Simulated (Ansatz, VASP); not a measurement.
Two plane-wave programs on Ti

```
Ti
1.0
     4.88823    0.00000    0.00000
    -2.44411    4.23333    0.00000
     0.00000    0.00000    2.99670
Ti
3
Direct
  0.00000 0.00000 0.00000
  0.33333 0.66667 0.50000
  0.66667 0.33333 0.50000
```

This isn't the form of Ti at room conditions, which is hcp.

Alike in both runs: task single point; functional PBEsol; k mesh 9 × 9 × 12; occupations gaussian, width 0.05 eV; no spin polarisation.

|  | VASP | Ansatz |
| --- | --- | --- |
| version | VASP 6.6.1 | Ansatz 0.2.0 |
| potentials or method | VASP PAW PBE potentials, release 64 (Ti_sv) | scalar-relativistic, plane waves, PAW |
| plane-wave cutoff (eV) | 520 | 500 |
| valence electrons in the cell | 36 | 36 |

|  | VASP | Ansatz | Ansatz less VASP |
| --- | --- | --- | --- |
| gap on the k mesh at the Fermi level (eV) | none | none | - |
| pressure (GPa) | -18.0 | -18.0 | +0.02 |
| largest component of the traceless stress (GPa) | 0.44 | 0.44 | -0.001 |

A gap of «none» marks a metal or a gap that the smearing closes.

Caveats: so large a pressure means that the cell lies far from this level's equilibrium, or that cutoff or potentials fall short (VASP); the potentials were made for another functional, which shifts forces and pressure (VASP).
